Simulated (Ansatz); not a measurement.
## MoTe2: energy along a strain

MoTe2, P6_3/mmc, a = 3.496 Å, c = 13.701 Å. The compound has several low-lying forms, and this is one of them. Ansatz: PBE+D3(BJ), PAW, 420 eV, Γ-centred 12×12×2 mesh on 6 atoms, Gaussian smearing 0.05 eV; no spin polarisation. Cell vectors (Å): 3.496 0.000 0.000; -1.748 3.028 0.000; 0.000 0.000 13.701. The cell is strained by x per cent times the pattern (1 1 0 0 0 0) in the order xx yy zz yz xz xy (engineering shears), with fractional coordinates held. y is the free energy over the start, V0 = 24.175 Å³/atom.

```
x (%) y (meV/atom)
-6.00        135.79
-4.50         73.16
-3.00         31.17
-1.50          7.47
 0.00          0.00
 1.50          6.93
 3.00         26.64
 4.50         57.72
 5.25         77.11
 6.00             ?
```

Fit y = c2 x² + c3 x³ to the other rows, get the stiffness along the pattern, and predict the missing energy.

Least squares on the rows shown. y = 3.2445 x² − 0.086537 x³. The clamped-ion stiffness p·C·p = 2 × 32.45 eV × 160.2 / 24.175 Å³ = 430 GPa. At x = 6.00 the fit asked for gives 98.11 meV/atom. The run gave 98.87 meV/atom, so the fit is 0.76 meV/atom too low, 0.56 % of the span of the series, against an rms of 0.26 meV/atom on the fitted rows. The row lies outside the fitted range. With a term in x⁴ added, a fit to the same known rows predicts 99.03 meV/atom, so most of the miss is curvature that the known rows already hold.